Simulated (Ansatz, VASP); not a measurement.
# One calculation of C, two programs

```
C
1.0
     0.00000    1.80780    1.80780
     1.80780    0.00000    1.80780
     1.80780    1.80780    0.00000
C
2
Cartesian
  1.8078 1.8078 1.8078
  2.7117 2.7117 2.7117
```

Alike in both runs: task single point; functional PBE; k mesh 12 × 12 × 12; occupations gaussian, width 0.02 eV; no spin polarisation.

|  | VASP | Ansatz |
| --- | --- | --- |
| version | VASP 6.6.1 | Ansatz 0.2.0 |
| potentials or method | VASP PAW PBE potentials, release 64 (C) | scalar-relativistic, plane waves, PAW |
| plane-wave cutoff (eV) | 520 | 420 |
| valence electrons in the cell | 8 | 8 |

|  | VASP | Ansatz | Ansatz less VASP |
| --- | --- | --- | --- |
| gap on the k mesh at the Fermi level (eV) | 4.06 | 4.07 | +0.011 |
| least direct gap on the mesh (eV) | 5.48 | 5.49 | +0.008 |
| pressure (GPa) | -14.3 | -14.9 | -0.52 |
